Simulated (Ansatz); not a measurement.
ZrO$_{2}$:
```
CELL_PARAMETERS angstrom
      5.15422     0.00000     0.00000
      0.00000     5.22566     0.00000
     -0.87171     0.00000     5.25978
ATOMIC_POSITIONS crystal
  Zr 0.27613 0.04215 0.20974
  Zr 0.72387 0.54215 0.29026
  Zr 0.72387 0.95785 0.79026
  Zr 0.27613 0.45785 0.70974
  O  0.06874 0.33269 0.34480
  O  0.93126 0.83269 0.15520
  O  0.93126 0.66731 0.65520
  O  0.06874 0.16731 0.84480
  O  0.44970 0.75725 0.47782
  O  0.55030 0.25725 0.02218
  O  0.55030 0.24275 0.52218
  O  0.44970 0.74275 0.97782
```

Relaxed with r²SCAN. Independent-particle spectrum: no excitons, no local fields, no scissors shift; 0.1 eV broadening; ε₁ of the summed bands alone.

**Question.** Tabulate the dielectric function from DFT-r²SCAN in the program Ansatz with PAW potentials.

**Answer.** 

| E (eV) | ε₁ xx | ε₂ xx | ε₁ yy | ε₂ yy | ε₁ zz | ε₂ zz |
|---|---|---|---|---|---|---|
| 0.0 | 4.78 | 0.00 | 4.78 | 0.00 | 4.46 | 0.00 |
| 0.4 | 4.79 | 0.00 | 4.79 | 0.00 | 4.47 | 0.00 |
| 0.8 | 4.82 | 0.00 | 4.82 | 0.00 | 4.49 | 0.00 |
| 1.2 | 4.86 | 0.00 | 4.87 | 0.00 | 4.53 | 0.00 |
| 1.6 | 4.94 | 0.00 | 4.94 | 0.00 | 4.59 | 0.00 |
| 2.0 | 5.03 | 0.00 | 5.04 | 0.00 | 4.67 | 0.00 |
| 2.4 | 5.16 | 0.00 | 5.17 | 0.00 | 4.77 | 0.00 |
| 2.8 | 5.33 | 0.00 | 5.36 | 0.00 | 4.90 | 0.00 |
| 3.2 | 5.56 | 0.00 | 5.60 | 0.00 | 5.08 | 0.00 |
| 3.6 | 5.86 | 0.00 | 5.94 | 0.00 | 5.30 | 0.00 |
| 4.0 | 6.30 | 0.00 | 6.52 | 0.00 | 5.62 | 0.00 |
| 4.4 | 7.01 | 0.01 | 7.17 | 0.77 | 6.09 | 0.01 |
| 4.8 | 8.38 | 0.56 | 7.69 | 0.93 | 6.92 | 0.25 |
| 5.2 | 9.81 | 2.43 | 8.84 | 2.57 | 7.86 | 0.89 |
| 5.6 | 8.73 | 4.78 | 7.63 | 4.83 | 8.69 | 2.95 |
| 6.0 | 5.92 | 5.08 | 5.99 | 4.61 | 6.50 | 4.26 |
| 6.4 | 6.56 | 4.97 | 6.35 | 5.16 | 5.89 | 4.68 |
| 6.8 | 6.10 | 6.86 | 5.62 | 5.34 | 5.91 | 4.16 |
| 7.2 | 3.85 | 6.72 | 5.46 | 6.08 | 5.72 | 4.35 |
| 7.6 | 3.43 | 6.14 | 4.17 | 5.61 | 5.89 | 4.67 |
| 8.0 | 3.44 | 5.71 | 4.61 | 5.95 | 5.86 | 5.64 |
| 8.4 | 4.31 | 6.00 | 3.94 | 7.37 | 6.42 | 7.24 |
| 8.8 | 2.95 | 7.51 | 2.48 | 7.93 | 4.37 | 8.42 |
| 9.2 | 1.86 | 7.96 | 1.35 | 8.42 | 2.46 | 10.37 |
| 9.6 | -0.03 | 7.16 | -0.65 | 7.62 | -1.19 | 8.70 |
| 10.0 | -0.99 | 6.66 | -1.71 | 6.14 | -1.51 | 6.99 |
| 10.4 | -2.05 | 5.88 | -2.06 | 5.14 | -2.21 | 6.30 |
| 10.8 | -2.40 | 4.62 | -2.43 | 3.92 | -3.10 | 4.70 |
| 11.2 | -2.32 | 3.38 | -1.45 | 3.03 | -2.66 | 3.27 |
| 11.6 | -2.00 | 2.71 | -1.54 | 2.89 | -2.39 | 2.62 |
| 12.0 | -1.96 | 2.15 | -1.59 | 2.10 | -2.21 | 1.93 |

**Question.** From ε at 4.8 eV (xx: 8.38 + 0.56i), find n, k, the normal reflectivity and the absorption coefficient.

**Answer.** n = 2.90, k = 0.097, R = 24 %, α = 2kE/ħc = 47000 cm⁻¹.

With all bands, ε∞ without local fields is 4.98 (xx), 4.98 (yy), 4.66 (zz).

Space group P2_1/c. The r²SCAN relaxation kept the symmetry of its start. The run is not spin-polarised. Scalar-relativistic: spin–orbit coupling is off unless named, which matters more the heavier the elements.

Potentials: the later of the program's two PAW sets.
